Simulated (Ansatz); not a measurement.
**TaN: relaxation of cell and atoms with r2SCAN+D3(BJ)**

The system is TaN.

```
CELL_PARAMETERS angstrom
0.00000 2.49114 2.49114
2.49114 0.00000 2.49114
2.49114 2.49114 0.00000
ATOMIC_POSITIONS crystal
Ta 0.00000 0.00000 0.00000
N 0.25000 0.25000 0.25000
```

The cell comes from a database or a generator and needn't be the stable form of this composition.

```
Program             : Ansatz 0.2.0
Task                : relaxation of cell and atoms
Functional          : r2SCAN
Dispersion          : D3(BJ)
Potentials or basis : Ansatz PAW
Cutoff              : 500 eV (not typed: the program's choice for these potentials)
k mesh              : 9 × 9 × 9
Occupations         : fermi-dirac, width 0.05 eV
Spin                : no spin polarisation
```

```yaml
Relaxed_volume: 13.15 Å³/atom
Relaxed_cell: a = 3.338 Å, b = 3.338 Å, c = 3.338 Å, α = 60.00°, β = 60.00°, γ = 60.00°
Space_group_after_relaxing_to_0.05_Å: F-43m (No. 216)
Energy_gained_by_relaxing: 257.4 meV/atom
Ionic_steps: 5
Pressure_after_relaxing: 0.0 GPa
Band_gap_on_the_k_mesh: none (metal or under the smearing width)
```

Step by step:
```
step  energy change (eV)  largest force (eV/Å)  volume (Å³)
   1              0.0000                0.0000        30.92
   2             -0.5135                0.0000        26.61
   3             -0.5165                0.0000        26.20
   4             -0.5167                0.0000        26.30
   5             -0.5149                0.0000        26.30
```

Final structure:
```
Ta N
1.0
     0.00000    2.36028    2.36028
     2.36028    0.00000    2.36028
     2.36028    2.36028    0.00000
Ta N
1 1
Cartesian
  0.0000 0.0000 0.0000
  1.1801 1.1801 1.1801
```

Levels at points of the mesh, in eV from the Fermi level:
| k point | band 6 | band 7 | band 8 | band 9 | band 10 | band 11 | band 12 | band 13 |
| --- | --- | --- | --- | --- | --- | --- | --- | --- |
| (0.00, 0.00, 0.00) | -7.57 | -7.57 | -7.57 | -1.22 | 0.54 | 0.54 | 5.97 | 5.97 |

Wall time 12 s on 2 threads of Intel(R) Xeon(R) Processor @ 2.70GHz, with other jobs on the host, peak memory 0.43 GiB.

Caveat: the plane-wave basis is chosen anew once the cell has moved, so the energies of steps on either side of that aren't comparable; pairwise dispersion overbinds metals, which lowers pressure and volume; the PAW data sets come from PBE, with cores solved anew for the run's functional, which leaves a small shift of forces and pressure; the dispersion damping was fitted for another functional or another form of the correction. The run has no spin-orbit coupling, so splittings on Ta are missing.
